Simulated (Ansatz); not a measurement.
KI:

```xyz
2
Lattice="0.0000 3.5328 3.5328 3.5328 0.0000 3.5328 3.5328 3.5328 0.0000" Properties=species:S:1:pos:R:3 pbc="T T T"
I     3.5328    3.5328    3.5328
K     0.0000    0.0000    0.0000
```

Base run:

```yaml
Program: Ansatz 0.2.0
Functional: LDA
Potentials_or_basis: all-electron LAPW, scalar-relativistic
Cutoff: 116 eV
Density_cutoff: 462 eV
Basis_error_allowed: 0.001 eV/atom
k_mesh: 7 × 7 × 7
Occupations: fermi-dirac, width 0.05 eV
Spin: no spin polarisation
```

Its results: band gap on the k mesh 3.60 eV, direct; pressure -1.3 GPa.

The run is repeated on the same cell with these changes: functional from LDA to PBE. What comes out?

Band gap on the k mesh 3.97 eV, direct; pressure 0.6 GPa.

PBE binds less tightly than LDA, so the same cell stands under more pressure.

Caveats: spin-orbit coupling is left out, which moves the levels of the heavy elements.

Not every run made on this cell is shown here.
